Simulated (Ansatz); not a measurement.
**Ligand exchange: C4H10O + Si(SiH3)F3 → C3H7FO + Si(CH3)(SiH3)F2**

Species: C4H10O (diethyl ether) `CCOCC`, singlet; Si(SiH3)F3, singlet; C3H7FO `CCOCF`, singlet; Si(CH3)(SiH3)F2, singlet. The partners trade CH3 for F: C–CH3 and Si–F bonds give way to C–F and Si–CH3.

Shapes, held fixed at every level: PBE0-D4/def2-TZVP. Flexible molecules stand in one conformer, not always the lowest. Programs: Ansatz 0.2.0. The zero-point and thermal change to 298 K, harmonic and unscaled (PBE0-D4/def2-TZVP), is -3.0 kJ/mol.

```
               level                   kind  ΔH(298 K) (kJ/mol)  less CCSD(T)/CBS estimate
         HF/def2-SVP           Hartree–Fock              +129.2                      -27.5
    SPW92/def2-TZVPP                    LDA              +138.5                      -18.2
  PBE0-D4/def2-TZVPP          global hybrid              +141.1                      -15.6
    CCSD(T)/def2-SVP  coupled cluster or CI              +137.5                      -19.2
  CCSD(T)/def2-TZVPP  coupled cluster or CI              +153.6                       -3.1
     CCSD/def2-TZVPP  coupled cluster or CI              +155.2                       -1.5
CCSD(T)/CBS estimate  coupled cluster or CI              +156.7                        0.0
```

The highest level, CCSD(T)/CBS estimate, gives ΔH(298 K) = +156.7 kJ/mol; the levels span +129.2 to +156.7. The column of differences is taken from that level and isn't an error. No measured value is set beside it here. The CBS estimate extrapolates MP2 from def2-TZVPP and def2-QZVPP and adds CCSD(T) − MP2 in the triple-zeta set, cores frozen.
